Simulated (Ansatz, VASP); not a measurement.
**One calculation of Co, two programs**

```
CELL_PARAMETERS angstrom
0.00000 2.33123 2.33123
2.33123 0.00000 2.33123
2.33123 2.33123 0.00000
ATOMIC_POSITIONS crystal
Co 0.12500 0.12500 0.12500
Co 0.87500 0.87500 0.87500
```

Alike in both runs: task single point; functional LDA; k mesh 13 × 13 × 13; occupations fermi-dirac, width 0.1 eV; no spin polarisation.

|  | VASP | Ansatz |
| --- | --- | --- |
| version | VASP 6.6.1 | Ansatz 0.2.0 |
| potentials or method | VASP PAW LDA potentials, release 64 (Co) | plane waves (420 eV) with PAW, scalar-relativistic |
| plane-wave cutoff (eV) | 520 | 420 |
| valence electrons in the cell | 18 | 34 |

VASP gave:

```
pressure (GPa) : 13.6
```

Problem. Which values does Ansatz return?

Solution. Pressure (GPa): 16.7.

The two sets of potentials don't hold the same shells in valence. Ansatz warned: «pseudo_functional_mismatch».

Caveats: the run has no spin polarisation, though such a crystal can be magnetic. Spin polarisation is off, so any magnetic state and its effect on volume and gap are missing.
